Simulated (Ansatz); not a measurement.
**Fe (hcp)**

Level of theory: DFT, PBE with spin–orbit coupling, two-component spinors; plane waves to 420 eV with PAW datasets (Ansatz 0.2.0), Γ-centred 18×18×10 mesh, 0.05 eV Gaussian smearing. The datasets are Ansatz's generated set soft_2.

```xyz
2
Lattice="2.5238 0.0000 0.0000 -1.2619 2.1856 0.0000 0.0000 0.0000 4.3739" Properties=species:S:1:pos:R:3 pbc="T T T"
Fe    0.0000    1.4571    3.2804
Fe    1.2619    0.7285    1.0935
```

At room temperature and ambient pressure Fe is bcc.

Magnetic state: ferromagnetic, site spin moments Fe 2.52 μB, along [001] (Cartesian), which lowers the symmetry.

Cell and atoms are those of this level's equilibrium.

Path: Γ–M–K–Γ–A–L–H–A | L–M | H–K, with Γ = (0.000, 0.000, 0.000), M = (0.500, 0.000, 0.000), K = (0.333, 0.333, 0.000), A = (0.000, 0.000, 0.500), L = (0.500, 0.000, 0.500), H = (0.333, 0.333, 0.500) in reciprocal vectors of the calculation's cell.

Bands as a text map, energy in eV from the Fermi level (dashes), each leg drawn with the same width:
```
  3.71 |      *                     *         *          
  3.43 |     **      *            *             ***      
  3.14 | *      *     *                *     *  *        
  2.86 |                         * *    *   *  *         
  2.57 |  *****     *           **          *******      
  2.29 |**  * ***  *********   ** ********    * *  *     
  2.00 |       ******      *****  *      *** * *    *****
  1.71 |   *  * ***       **                  *       ***
  1.43 |*    *     * * ***      ****        *** ***  *   
  1.14 | ***         **        *    *   *    * *    *    
  0.86 | **         **        *  *   *****  * **   *     
  0.57 |** **     * *****       * *     *    * **   *****
  0.29 |**** ** ** * *********  *         **  * ***      
  0.00 |**--*****--**-********-----*------**---****------
 -0.29 |  ************        *****    **   *******    **
 -0.57 |*********** ******    *    **** **   *   ********
 -0.86 |****   ******* ******* * **  *** ****  **  ***  *
 -1.14 |   ****    * ** * ***** *  *** ***** **  **   ** 
 -1.43 |* *    **   ** ****    ****** *     *** *  ***   
 -1.71 |***      ******* *    *****  *****  ****   ******
 -2.00 |******************     *   * *    *   ***** *****
 -2.29 |** *******  **********         *   *    ***      
 -2.57 |********** *********  *     *******      *****   
 -2.86 |  ** * *****      ****     * ** * **  ***********
 -3.14 |  *  **  *   *        *  ** ** ***  *******      
 -3.43 | *        *****        **  ** * *      *   ******
 -3.71 |*  *     * *   **        **  **     ****   ***   
 -4.00 |  ***   ******   *     *     * *        *     ***
        Γ    M    K    Γ    A    L    H    AL     MH    K
```

(1) By these bands, is it a metal or an insulator, and if it has a gap, where are the band edges on this path?

Answer:

(1) A metal: bands cross the Fermi level.

Site moments are of spin, integrated over Gaussian weights of 0.5 Å, which gives about a tenth less on f atoms than spheres do. Only parallel moments were tried, so the real magnetic order may be another.
